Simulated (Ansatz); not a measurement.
# Rh (Fm-3m) in Ansatz: notebook

The runs below take Rh through band structure, with PBEsol.

Everything below comes from runs of Ansatz 0.2.0. Logs are shortened: lines on timing, memory, paths and dates and some standing lists are left out, and cuts for length are marked.

### 1 Starting point

It takes space group Fm-3m (No. 225, cubic). Conventional cell: a = 3.796 Å, b = 3.796 Å, c = 3.796 Å, α = 90.00°, β = 90.00°, γ = 90.00°. Rh (site symmetry m-3m) is surrounded by 12 Rh at 2.68 Å.

### 2 Band structure, PBEsol

input.yaml reads:

```yaml
crystal:
  lattice:
    - [0.0, 1.89785, 1.89785]
    - [1.89785, 0.0, 1.89785]
    - [1.89785, 1.89785, 0.0]
  atoms:
    - { symbol: Rh, position: [0.0, 0.0, 0.0] }
kpoints:
  mp_grid: { grid: [12, 12, 12] }
  band_path:
    path:
      - [0.0, 0.0, 0.0]
      - [0.5, 0.0, 0.5]
      - [0.5, 0.25, 0.75]
      - [0.375, 0.375, 0.75]
      - [0.0, 0.0, 0.0]
      - [0.5, 0.5, 0.5]
      - [0.625, 0.25, 0.625]
      - [0.5, 0.25, 0.75]
    npoints: 12
scf:
  occupations: { method: fermi_dirac, width: 0.05 }
hamiltonian:
  xc: pbesol
  pseudopotentials: { kind: all_electron, lapw: { basis_error: 0.001 } }
output:
  forces: true
  stress: true
  eigenvalues: true
```

Potentials or basis: all-electron LAPW, scalar-relativistic.

The run is started by

```sh
$ ansatz run input.yaml --threads 1 --pin off --max-ram 3072MiB --backend cpu --events-out ev --progress --plain --runs-dir out
```

The log of the run:

```text
Warning: RAYON_NUM_THREADS=1 ignored (pool sized by the plan → 1); use --threads N
LAPW: plane waves up to 8.541 Å⁻¹, error target 1.0e-3 eV per atom; small_component_spin mean_spin; Rh in spheres of 1.342 Å, 27 of its electrons in bands, Dirac shells [] (how accurate: hamiltonian.pseudopotentials.lapw.basis_error, Limitations)
Engine: ansatz 0.2.0, x86_64-unknown-linux-gnu
Pseudopotentials: kind: all_electron
Pseudopotential: Rh, LAPW, valence charge 27, lapw/all_electron/scalar/gaussian/Rh, Koelling and Harmon's equation, gaussian nucleus
Functional definition: PBEsol
  exchange = pbesol_x
  correlation = pbesol_c
Crystal: 1 atoms, lattice volume = 13.671 Å³
Basis set: ecut = 277.9138506996017 eV, 137 PW (Γ), exchange–correlation at level 2
Bands: 18, of which v1, the nominal top of the filled ones, is band 14 counted from 1 (13 counted from 0)
Symmetry: 48 space group operations
Space group: Fm-3m (ITA 225), of the structure as read, at distance tolerance 2.4e-5 Å
k-points: 72 of 1728
Non-local potential: Rh, projectors of the file, none
Initial density: superposition of atomic densities (chi_scale 0.1, normalization cell)
Initial wavefunctions: plane waves of lowest kinetic energy (no species holds an atomic orbital)
Functional: x = pbesol(κ = 0.804, μ = 0.12345679012345678), c = pbesol(β = 0.046)
iter 1 solved again at ethr=3.99e-4 eV; its pass at ethr=1.00e-1 eV (dr2=1.08e-1 eV) is discarded
SCF iter   1: F=—  HF=-130123.728343 eV  |F-HF|=—  |Δ(HF+E_count)|=         —  Δρ=3.98e-2  dr2=1.08e-1  ethr=3.99e-4  ⟨swp⟩=2.9  Hψ=8472  notcnv=0
preconditioner: auto → none  [metal: Δε(μ)=0.055 eV  Ē_g=13.784 eV  σ=0.050 eV  W_gap=0.26  n_scr=8 (ndim 8)  ℏωp=30.1 eV  f_vac=0.000  D(μ)=0.62/eV (n_scr^D=8)  sad-step TF]
iter 2 solved again at ethr=1.16e-5 eV; its pass at ethr=3.99e-4 eV (dr2=3.12e-3 eV) is discarded
SCF iter   2: F=—  HF=-130123.226489 eV  |F-HF|=—  |Δ(HF+E_count)|=   5.02e-1  Δρ=5.27e-3  dr2=3.12e-3  ethr=1.16e-5  ⟨swp⟩=2.0  Hψ=6624  notcnv=0
SCF iter   3: F=—  HF=-130123.180053 eV  |F-HF|=—  |Δ(HF+E_count)|=         —  Δρ=6.35e-3  dr2=3.42e-3  ethr=1.16e-5  ⟨swp⟩=2.2  Hψ=3731  notcnv=0
the basis was enlarged: its passes take 417.6 KiB over the memory plan, 1 of 1 planned eigensolver slots
SCF iter   4: F=—  HF=-130123.177419 eV  |F-HF|=—  |Δ(HF+E_count)|=   2.63e-3  Δρ=8.51e-4  dr2=6.60e-5  ethr=1.16e-5  ⟨swp⟩=2.0  Hψ=3590  notcnv=0
SCF iter   5: F=—  HF=-130123.177401 eV  |F-HF|=—  |Δ(HF+E_count)|=   1.73e-5  Δρ=7.16e-5  dr2=4.37e-7  ethr=2.44e-7  ⟨swp⟩=2.0  Hψ=3600  notcnv=0
SCF iter   6: F=-130123.177402 eV  HF=-130123.177402 eV  |F-HF|=6.55e-9  |Δ(HF+E_count)|=   1.98e-7  Δρ=1.24e-6  dr2=7.36e-11  ethr=1.62e-9  ⟨swp⟩=2.3  Hψ=3629  notcnv=0
SCF 1 converged in 6 iterations: F = -130123.177402 eV  dr2 = 7.36e-11
NSCF: frozen V_eff on 85 k-points
SCF converged after 6 iterations
Free energy (F): -130123.177402 eV
Harris-Foulkes:  -130123.177402 eV  (|F-HF|=6.55e-9)
Internal energy: -130123.169260 eV  (E = F + TS)
E sigma→0 (E₀):  -130123.173331 eV
Entropy (-TS):   -0.008141 eV (-8.141 meV/atom)
Fermi energy:    24.614342 eV
--- Per-component energies (eV) ---
  E_band       = -2771.834528
  E_kinetic    = 135541.307297
  E_xc         = -3715.385547
  E_electrostatic = -261949.091011  (all electrons and nuclei)
  E_smearing   = -0.008141  (= −TS)
  E_closure    = 0.000000  (closes the sum)
  E_atoms      = -130115.028065  (free atoms, spherical and without spin; not in F)
  Σ components = -130123.177402   (vs F -130123.177402, Δ=0.00e0)
  Basis errors (estimates in eV, not in F): energy 2.0e-4 per atom: plane waves 1.6e-4 (1.2e-4 summed), levels above the bands 1.2e-169, relativity 2.6e-8, radial functions 4.0e-5, core shells 3.3e-7; eigenvalues (radial functions only) 1.2e-5; not estimated: angular momenta, meshes, grids; target (lapw.basis_error) 1.0e-3; muffin-tin radii Rh 1.342 Å
--- Forces (eV/Å), atoms counted from 1 ---
  atom   1  Rh    -0.00000000     0.00000000    -0.00000000
  max |Σ_I F_I| component: 2.79e-31 eV/Å
--- Stress (GPa, compression-positive) ---
       -3.737718       0.000000       0.000000
        0.000000      -3.737718       0.000000
        0.000000       0.000000      -3.737718
  P = ⅓ Tr σ = -3.7377 GPa (-37.377 kbar)
--- Band table (eV; the first three rows and the last of 72) ---
  k-point 0: bands = ["-272.3932", "-272.3932", "-272.3932", "-272.3655", "-272.3655", "-54.2505", "-21.7230", "-21.7230", "-21.7230", "16.5107", "21.4677", "21.4677", "21.4677", "23.5973", "23.5973", "40.3153", "45.6766", "45.6766"]
  k-point 1: bands = ["-272.3932", "-272.3932", "-272.3932", "-272.3655", "-272.3655", "-54.2427", "-21.7750", "-21.7301", "-21.7301", "16.7887", "21.3467", "21.5748", "21.5748", "23.5392", "23.5392", "40.7131", "44.3809", "46.0849"]
  k-point 2: bands = ["-272.3932", "-272.3932", "-272.3932", "-272.3655", "-272.3655", "-54.2216", "-21.9160", "-21.7492", "-21.7492", "17.5284", "21.1300", "21.7922", "21.7922", "23.4891", "23.4891", "41.5670", "42.1031", "47.2244"]
  k-point 71: bands = ["-272.3932", "-272.3932", "-272.3932", "-272.3655", "-272.3655", "-54.0956", "-22.2183", "-22.2183", "-22.0072", "19.5027", "20.7294", "20.7294", "23.3716", "25.5985", "34.1959", "34.1959", "35.7978", "37.2651"]
```

Run time: 3.7 s. Hardware: 1 thread of AMD EPYC 9R45 (Zen 5), shared host; peak memory 0.29 GiB.

Results:

```yaml
Free_energy: -130123.1774 eV
Pressure: -3.7 GPa
Band_gap_along_the_path: none (metal or under the smearing width)
```

Levels at the corners of the path, in eV from the Fermi level:
| point | band 10 | band 11 | band 12 | band 13 | band 14 | band 15 | band 16 | band 17 |
| --- | --- | --- | --- | --- | --- | --- | --- | --- |
| Γ | -8.10 | -3.15 | -3.15 | -3.15 | -1.02 | -1.02 | 15.70 | 21.06 |
| X | -6.43 | -6.05 | 0.54 | 0.98 | 0.98 | 3.17 | 12.27 | 13.19 |
| W | -5.11 | -3.88 | -3.88 | -1.24 | 0.98 | 9.58 | 9.58 | 11.18 |
| K | -5.61 | -4.86 | -2.13 | -0.72 | 0.36 | 7.84 | 8.54 | 12.02 |
| Γ | -8.10 | -3.15 | -3.15 | -3.15 | -1.02 | -1.02 | 15.70 | 21.06 |
| L | -6.23 | -3.22 | -3.22 | 0.56 | 0.56 | 0.63 | 8.63 | 15.25 |
| U | -5.61 | -4.86 | -2.13 | -0.72 | 0.36 | 7.84 | 8.54 | 12.02 |
| W | -5.11 | -3.88 | -3.88 | -1.24 | 0.98 | 9.58 | 9.58 | 11.18 |

### 3 Band structure, PBEsol

Changes to input.yaml since step 2:

```diff
@@ -24,3 +24,6 @@
   xc: pbesol
-  pseudopotentials: { kind: all_electron, lapw: { basis_error: 0.001 } }
+  pseudopotentials:
+    kind: all_electron
+    lapw: { basis_error: 0.001 }
+    relativity: none
 output:
```

Potentials or basis: all-electron LAPW, non-relativistic.

The run is started by

```sh
$ ansatz run input.yaml --threads 1 --pin off --max-ram 3072MiB --backend cpu --events-out ev --progress --plain --runs-dir out
```

The log of the run:

```text
Warning: RAYON_NUM_THREADS=1 ignored (pool sized by the plan → 1); use --threads N
LAPW: plane waves up to 8.549 Å⁻¹, error target 1.0e-3 eV per atom; Rh in spheres of 1.342 Å, 27 of its electrons in bands, Dirac shells [] (how accurate: hamiltonian.pseudopotentials.lapw.basis_error, Limitations)
[... 2 set-up lines as earlier in the session ...]
Pseudopotential: Rh, LAPW, valence charge 27, lapw/all_electron/none/Rh, Schrödinger's equation, point nucleus
[... 3 set-up lines as earlier in the session ...]
Crystal: 1 atoms, lattice volume = 13.671 Å³
Basis set: ecut = 278.4674074182147 eV, 137 PW (Γ), exchange–correlation at level 2
Bands: 18, of which v1, the nominal top of the filled ones, is band 14 counted from 1 (13 counted from 0)
[... 2 set-up lines as earlier in the session ...]
k-points: 72 of 1728
[... 4 set-up lines as earlier in the session ...]
iter 1 solved again at ethr=3.34e-4 eV; its pass at ethr=1.00e-1 eV (dr2=9.02e-2 eV) is discarded
SCF iter   1: F=—  HF=-127502.718914 eV  |F-HF|=—  |Δ(HF+E_count)|=         —  Δρ=3.63e-2  dr2=9.07e-2  ethr=3.34e-4  ⟨swp⟩=3.0  Hψ=8496  notcnv=0
preconditioner: auto → none  [metal: Δε(μ)=0.057 eV  Ē_g=13.995 eV  σ=0.050 eV  W_gap=0.27  n_scr=8 (ndim 8)  ℏωp=30.1 eV  f_vac=0.000  D(μ)=0.85/eV (n_scr^D=14)  sad-step TF]
iter 2 solved again at ethr=5.53e-6 eV; its pass at ethr=3.34e-4 eV (dr2=1.49e-3 eV) is discarded
SCF iter   2: F=—  HF=-127502.315062 eV  |F-HF|=—  |Δ(HF+E_count)|=   4.04e-1  Δρ=3.65e-3  dr2=1.50e-3  ethr=5.53e-6  ⟨swp⟩=2.0  Hψ=6607  notcnv=0
SCF iter   3: F=—  HF=-127502.266423 eV  |F-HF|=—  |Δ(HF+E_count)|=   4.86e-2  Δρ=5.74e-3  dr2=2.78e-3  ethr=5.53e-6  ⟨swp⟩=2.9  Hψ=3972  notcnv=0
SCF iter   4: F=—  HF=-127502.264357 eV  |F-HF|=—  |Δ(HF+E_count)|=         —  Δρ=6.38e-4  dr2=3.79e-5  ethr=5.53e-6  ⟨swp⟩=2.0  Hψ=3610  notcnv=0
the basis was enlarged: its passes take 378.7 KiB over the memory plan, 1 of 1 planned eigensolver slots
SCF iter   5: F=—  HF=-127502.264340 eV  |F-HF|=—  |Δ(HF+E_count)|=   1.68e-5  Δρ=8.31e-5  dr2=5.55e-7  ethr=1.40e-7  ⟨swp⟩=2.0  Hψ=3611  notcnv=0
SCF iter   6: F=-127502.264341 eV  HF=-127502.264341 eV  |F-HF|=3.56e-8  |Δ(HF+E_count)|=   2.05e-7  Δρ=3.48e-6  dr2=9.21e-10  ethr=2.05e-9  ⟨swp⟩=2.1  Hψ=3622  notcnv=0
SCF 1 converged in 6 iterations: F = -127502.264341 eV  dr2 = 9.21e-10
NSCF: frozen V_eff on 85 k-points
SCF converged after 6 iterations
Free energy (F): -127502.264341 eV
Harris-Foulkes:  -127502.264341 eV  (|F-HF|=3.56e-8)
Internal energy: -127502.252354 eV  (E = F + TS)
E sigma→0 (E₀):  -127502.258347 eV
Entropy (-TS):   -0.011986 eV (-11.986 meV/atom)
Fermi energy:    24.581536 eV
--- Per-component energies (eV) ---
  E_band       = -2788.316052
  E_kinetic    = 127440.184566
  E_xc         = -3635.188337
  E_electrostatic = -251307.248584  (all electrons and nuclei)
  E_smearing   = -0.011986  (= −TS)
  E_closure    = 0.000000  (closes the sum)
  E_atoms      = -127494.661927  (free atoms, spherical and without spin; not in F)
  Σ components = -127502.264341   (vs F -127502.264341, Δ=0.00e0)
  Basis errors (estimates in eV, not in F): energy 2.1e-4 per atom: plane waves 1.6e-4 (1.2e-4 summed), levels above the bands 1.1e-171, relativity 0.0e0, radial functions 4.1e-5, core shells 4.4e-7; eigenvalues (radial functions only) 1.2e-5; not estimated: angular momenta, meshes, grids; target (lapw.basis_error) 1.0e-3; muffin-tin radii Rh 1.342 Å
--- Forces (eV/Å), atoms counted from 1 ---
  atom   1  Rh     0.00000000     0.00000000    -0.00000000
  max |Σ_I F_I| component: 7.40e-32 eV/Å
--- Stress (GPa, compression-positive) ---
        6.628428      -0.000000      -0.000000
       -0.000000       6.628428       0.000000
       -0.000000       0.000000       6.628428
  P = ⅓ Tr σ = 6.6284 GPa (66.284 kbar)
--- Band table (eV; the first three rows and the last of 72) ---
  k-point 0: bands = ["-276.3557", "-276.3557", "-276.3557", "-276.3286", "-276.3286", "-48.2545", "-19.9350", "-19.9350", "-19.9350", "17.4835", "21.4152", "21.4152", "21.4152", "23.5104", "23.5104", "40.4052", "45.8311", "45.8311"]
  k-point 1: bands = ["-276.3557", "-276.3557", "-276.3557", "-276.3286", "-276.3286", "-48.2436", "-19.9929", "-19.9428", "-19.9428", "17.7516", "21.3010", "21.5215", "21.5215", "23.4538", "23.4538", "40.7948", "44.5539", "46.2344"]
  k-point 2: bands = ["-276.3557", "-276.3557", "-276.3557", "-276.3286", "-276.3286", "-48.2139", "-20.1498", "-19.9639", "-19.9639", "18.4309", "21.1327", "21.7371", "21.7371", "23.4058", "23.4058", "41.6406", "42.3143", "47.3616"]
  k-point 71: bands = ["-276.3557", "-276.3557", "-276.3557", "-276.3286", "-276.3286", "-48.0362", "-20.4857", "-20.4857", "-20.2507", "19.5233", "20.7586", "20.7586", "23.3441", "25.4748", "34.5352", "34.5352", "36.9376", "37.3408"]
```

It took 3.5 s on 1 thread of AMD EPYC 9R45 (Zen 5), shared host; peak memory 0.29 GiB.

Results:

- Free energy: -127502.2643 eV
- Pressure: 6.6 GPa
- Band gap along the path: none (metal or under the smearing width)

Levels at the corners of the path, in eV from the Fermi level:
```csv
point,band 9,band 10,band 11,band 12,band 13,band 14,band 15,band 16,band 17,band 18
Γ,-44.52,-7.10,-3.17,-3.17,-3.17,-1.07,-1.07,15.82,21.25,21.25
X,-44.82,-6.33,-6.03,0.46,0.89,0.89,3.70,12.99,13.65,13.65
W,-44.83,-5.06,-3.82,-3.82,-1.24,0.89,9.95,9.95,12.36,12.76
K,-44.76,-5.55,-4.79,-2.04,-0.76,0.28,8.17,9.15,12.67,16.79
Γ,-44.52,-7.10,-3.17,-3.17,-3.17,-1.07,-1.07,15.82,21.25,21.25
L,-44.63,-5.97,-3.24,-3.24,0.48,0.48,1.10,9.44,15.37,21.35
U,-44.76,-5.55,-4.79,-2.04,-0.76,0.28,8.17,9.15,12.67,16.79
W,-44.83,-5.06,-3.82,-3.82,-1.24,0.89,9.95,9.95,12.36,12.76
```

Caveat: relativity is left out, which matters for the heavier elements.

### 4 Band structure, PBEsol

Changes to input.yaml since step 3:

```diff
@@ -24,6 +24,3 @@
   xc: pbesol
-  pseudopotentials:
-    kind: all_electron
-    lapw: { basis_error: 0.001 }
-    relativity: none
+  pseudopotentials: { kind: all_electron, datasets: crystal }
 output:
@@ -32 +29,3 @@
   eigenvalues: true
+  elf: true
+  volumetric_format: npy
```

Potentials or basis: all-electron PAW datasets made for the crystal.

The run is started by

```sh
$ ansatz run input.yaml --threads 1 --pin off --max-ram 3072MiB --backend cpu --events-out ev --progress --plain --runs-dir out
```

Wall time 4.6 s (1 thread of AMD EPYC 9R45 (Zen 5), shared host); peak memory 0.39 GiB.

Results (log left out):

- Free energy: -130123.1775 eV
- Pressure: -3.7 GPa
- Band gap along the path: none (metal or under the smearing width)

Levels at the corners of the path, in eV from the Fermi level:
```
point  band 2  band 3  band 4  band 5  band 6  band 7
    Γ   -3.15   -3.15   -3.15   -1.02   -1.02   15.70
    X   -6.05    0.54    0.98    0.98    3.17   12.27
    W   -3.88   -3.88   -1.24    0.98    9.58    9.58
    K   -4.86   -2.13   -0.72    0.36    7.84    8.54
    Γ   -3.15   -3.15   -3.15   -1.02   -1.02   15.70
    L   -3.22   -3.22    0.56    0.56    0.63    8.63
    U   -4.86   -2.13   -0.72    0.36    7.84    8.54
    W   -3.88   -3.88   -1.24    0.98    9.58    9.58
```

Caveat: the program warned that the printed levels may be off, so bands, gaps and densities of states are rough.

### 5 Band structure, PBEsol

Changes to input.yaml since step 4:

```diff
@@ -24,3 +24,6 @@
   xc: pbesol
-  pseudopotentials: { kind: all_electron, datasets: crystal }
+  pseudopotentials:
+    kind: all_electron
+    lapw: { basis_error: 0.001 }
+    dirac_shells: { Rh: ["3p", "3d"] }
 output:
@@ -29,3 +32 @@
   eigenvalues: true
-  elf: true
-  volumetric_format: npy
```

Potentials or basis: all-electron LAPW, inner shells corrected to Dirac's equation.

The run is started by

```sh
$ ansatz run input.yaml --threads 1 --pin off --max-ram 3072MiB --backend cpu --events-out ev --progress --plain --runs-dir out
```

The log of the run:

```text
Warning: RAYON_NUM_THREADS=1 ignored (pool sized by the plan → 1); use --threads N
LAPW: plane waves up to 8.541 Å⁻¹, error target 1.0e-3 eV per atom; small_component_spin mean_spin; Rh in spheres of 1.342 Å, 27 of its electrons in bands, Dirac shells [2p, 3p, 3d] (how accurate: hamiltonian.pseudopotentials.lapw.basis_error, Limitations)
[... 2 set-up lines as earlier in the session ...]
Pseudopotential: Rh, LAPW, valence charge 27, lapw/all_electron/scalar/gaussian/Rh, Koelling and Harmon's equation with Dirac's for 2p 3p 3d, gaussian nucleus
[... 3 set-up lines as earlier in the session ...]
Crystal: 1 atoms, lattice volume = 13.671 Å³
[... 34 lines left out ...]
  E_closure    = 0.000000  (closes the sum)
  E_atoms      = -130139.250523  (free atoms, spherical and without spin; not in F)
  Σ components = -130147.399115   (vs F -130147.399115, Δ=0.00e0)
  Basis errors (estimates in eV, not in F): energy 2.0e-4 per atom: plane waves 1.6e-4 (1.2e-4 summed), levels above the bands 1.2e-169, relativity 4.8e-8, radial functions 4.0e-5, core shells 3.3e-7; eigenvalues (radial functions only) 1.2e-5; not estimated: angular momenta, meshes, grids; target (lapw.basis_error) 1.0e-3; muffin-tin radii Rh 1.342 Å
--- Forces (eV/Å), atoms counted from 1 ---
  atom   1  Rh    -0.00000000     0.00000000    -0.00000000
  max |Σ_I F_I| component: 6.25e-31 eV/Å
--- Stress (GPa, compression-positive) ---
       -3.710992       0.000000       0.000000
        0.000000      -3.710992      -0.000000
        0.000000      -0.000000      -3.710992
  P = ⅓ Tr σ = -3.7110 GPa (-37.110 kbar)
--- Band table (eV; the first three rows and the last of 72) ---
  k-point 0: bands = ["-272.3390", "-272.3390", "-272.3390", "-272.3114", "-272.3114", "-54.2441", "-21.7162", "-21.7162", "-21.7162", "16.5124", "21.4687", "21.4687", "21.4687", "23.5985", "23.5985", "40.3156", "45.6771", "45.6771"]
  k-point 1: bands = ["-272.3390", "-272.3390", "-272.3390", "-272.3114", "-272.3114", "-54.2363", "-21.7683", "-21.7232", "-21.7232", "16.7904", "21.3477", "21.5759", "21.5759", "23.5405", "23.5405", "40.7135", "44.3816", "46.0856"]
  k-point 2: bands = ["-272.3390", "-272.3390", "-272.3390", "-272.3114", "-272.3114", "-54.2152", "-21.9093", "-21.7424", "-21.7424", "17.5302", "21.1311", "21.7933", "21.7933", "23.4903", "23.4903", "41.5678", "42.1040", "47.2252"]
  k-point 71: bands = ["-272.3390", "-272.3390", "-272.3390", "-272.3114", "-272.3114", "-54.0892", "-22.2117", "-22.2117", "-22.0005", "19.5037", "20.7306", "20.7306", "23.3729", "25.5999", "34.1984", "34.1984", "35.7999", "37.2673"]
```

bands.tsv:

```text
# k_distance	band_0	band_1	band_2	band_3	band_4	band_5	band_6	band_7	band_8	band_9	band_10	band_11	band_12	band_13	band_14	band_15	band_16	band_17
# fermi_ev = 24.615734
[... 17 lines left out ...]
0.689726	-296.954768	-296.954767	-296.954767	-296.927092	-296.927092	-78.802673	-46.605939	-46.435218	-46.435218	-6.171934	-4.394737	-2.075327	-1.983419	-1.983419	-0.480742	18.582067	18.635872	19.885077
[... 77 lines left out ...]
7.807760	-296.954767	-296.954767	-296.954767	-296.927092	-296.927092	-78.704997	-46.841244	-46.813998	-46.615323	-5.116900	-4.057864	-3.707409	-1.232351	0.976253	9.313448	9.766962	11.247837	12.690552
7.856531	-296.954767	-296.954767	-296.954767	-296.927092	-296.927092	-78.704919	-46.827478	-46.827478	-46.616277	-5.112023	-3.885150	-3.885150	-1.242873	0.984170	9.582636	9.582636	11.184163	12.651530
```

Run time: 3.6 s. Hardware: 1 thread of AMD EPYC 9R45 (Zen 5), shared host; peak memory 0.29 GiB.

What came out:

| Property | Result |
| --- | --- |
| Free energy | -130147.3991 eV |
| Pressure | -3.7 GPa |
| Band gap along the path | none (metal or under the smearing width) |

Levels at the corners of the path, in eV from the Fermi level:
| point | band 11 | band 12 | band 13 | band 14 | band 15 | band 16 |
| --- | --- | --- | --- | --- | --- | --- |
| Γ | -3.15 | -3.15 | -3.15 | -1.02 | -1.02 | 15.70 |
| X | -6.05 | 0.54 | 0.98 | 0.98 | 3.17 | 12.27 |
| W | -3.89 | -3.89 | -1.24 | 0.98 | 9.58 | 9.58 |
| K | -4.86 | -2.13 | -0.72 | 0.36 | 7.84 | 8.54 |
| Γ | -3.15 | -3.15 | -3.15 | -1.02 | -1.02 | 15.70 |
| L | -3.22 | -3.22 | 0.56 | 0.56 | 0.63 | 8.63 |
| U | -4.86 | -2.13 | -0.72 | 0.36 | 7.84 | 8.54 |
| W | -3.89 | -3.89 | -1.24 | 0.98 | 9.58 | 9.58 |

### 6 The runs side by side

| potentials or basis | cutoff (eV) | basis error allowed | pressure (GPa) |
| --- | --- | --- | --- |
| all-electron LAPW, scalar-relativistic | 278 | 0.001 eV/atom | -3.7 |
| all-electron LAPW, non-relativistic | 278 | 0.001 eV/atom | 6.6 |
| all-electron PAW datasets made for the crystal | 300 | - | -3.7 |
| all-electron LAPW, inner shells corrected to Dirac's equation | 278 | 0.001 eV/atom | -3.7 |

Alike in all rows: task band structure; level PBEsol; no spin polarisation; cell as given; k mesh 12 × 12 × 12; smearing fermi-dirac 0.05 eV.

Caveats: relativity is left out, which matters for the heavier elements (some runs); the program warned that the printed levels may be off, so bands, gaps and densities of states are rough (some runs).

Compare energies only between runs with the same functional and basis.
